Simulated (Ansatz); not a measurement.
**Br: Br jump into a vacancy**

The calculation used DFT PBE+D3(BJ), scalar-relativistic, plane waves, PAW (Ansatz). Cutoff 420 eV, Γ-centred 4×4×4 k-points, Gaussian smearing of 0.1 eV. No spin polarisation.

The perfect supercell:

```
Br
1.0
     0.00000    6.55566   -7.04372
     0.00000    6.55566    7.04372
     7.82898   -6.55566    0.00000
Br
24
Direct
  0.08333 0.08333 0.66667
  0.54167 0.04167 0.83333
  0.00000 0.00000 0.00000
  0.16667 0.16667 0.33333
  0.62500 0.12500 0.50000
  0.33333 0.33333 0.66667
  0.79167 0.29167 0.83333
  0.04167 0.54167 0.83333
  0.25000 0.25000 0.00000
  0.70833 0.20833 0.16667
  0.41667 0.41667 0.33333
  0.87500 0.37500 0.50000
  0.12500 0.62500 0.50000
  0.58333 0.58333 0.66667
  0.29167 0.79167 0.83333
  0.50000 0.50000 0.00000
  0.95833 0.45833 0.16667
  0.20833 0.70833 0.16667
  0.66667 0.66667 0.33333
  0.37500 0.87500 0.50000
  0.83333 0.83333 0.66667
  0.75000 0.75000 0.00000
  0.45833 0.95833 0.16667
  0.91667 0.91667 0.33333
```

Atom 1 (Br) is removed, leaving a vacancy without charge, and atom 9 jumps 2.61 Å into it. The vacancy and the half-way point are each relaxed at fixed cell, keeping their symmetry. The supercell is small. The vacancy cell reads metallic on the mesh, and any unpaired electron is treated without spin.

(1) How high does the half-way point lie?

Answers

(1) 1.00 eV above the relaxed vacancy, with the jumping atom 0.00 Å off the straight line, where the cell's symmetry pins it, so a bent path, which could be lower, wasn't tried. This is the barrier if that point is a first-order saddle, which wasn't checked.

Cost: 2 runs of about 50 core-minutes in all, on Arm Neoverse V1 (shared hosts).